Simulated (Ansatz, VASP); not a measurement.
# One calculation of NaCl, two programs

The input INCAR:

```
SYSTEM = NaCl
PREC = Accurate
ENCUT = 520
EDIFF = 1E-6
ISMEAR = 0
SIGMA = 0.02
LREAL = .False.
LASPH = .True.
NELM = 80
ALGO = Normal
ISIF = 2
LWAVE = .False.
LCHARG = .False.
GGA = PS
NBANDS = 14
```

File KPOINTS:

```
regular mesh
0
Gamma
  6 6 6
  0 0 0
```

Contents of POSCAR:

```
NaCl
1.0
    3.4585176907      0.0000000000      0.0000000000
    0.0000000000      3.4585176907      0.0000000000
    0.0000000000      0.0000000000      3.4585176907
Na Cl
1 1
Direct
    0.0000000000      0.0000000000      0.0000000000
    0.5000000000      0.5000000000      0.5000000000
```

Input for Ansatz:

```yaml
crystal:
  lattice:
    - [3.4585176907, 0.0, 0.0]
    - [0.0, 3.4585176907, 0.0]
    - [0.0, 0.0, 3.4585176907]
  atoms:
    - { symbol: Na, position: [0.0, 0.0, 0.0] }
    - { symbol: Cl, position: [0.5, 0.5, 0.5] }
basis:
  ecutwfc: 420
kpoints:
  mp_grid: { grid: [6, 6, 6] }
hamiltonian:
  xc: pbesol
scf:
  occupations: { method: gaussian, width: 0.02 }
output:
  forces: true
  stress: true
  eigenvalues: true
```

Alike in both runs: task single point; functional PBEsol; k mesh 6 × 6 × 6; occupations gaussian, width 0.02 eV; no spin polarisation.

|  | VASP | Ansatz |
| --- | --- | --- |
| version | VASP 6.6.1 | Ansatz 0.2.0 |
| potentials or method | VASP PAW PBE potentials, release 64 (Na_pv, Cl) | scalar-relativistic, plane waves, PAW |
| plane-wave cutoff (eV) | 520 | 420 |
| valence electrons in the cell | 14 | 16 |

|  | VASP | Ansatz | Ansatz less VASP |
| --- | --- | --- | --- |
| gap on the k mesh at the Fermi level (eV) | 3.96 | 3.96 | +0.003 |
| least direct gap on the mesh (eV) | 4.49 | 4.49 | +0.003 |
| pressure (GPa) | -0.3 | -0.3 | 0.00 |

The two sets of potentials don't hold the same shells in valence.

Caveats: the PAW data sets were made with another functional, which shifts forces and pressure a little (VASP). A k mesh can miss the band edges.
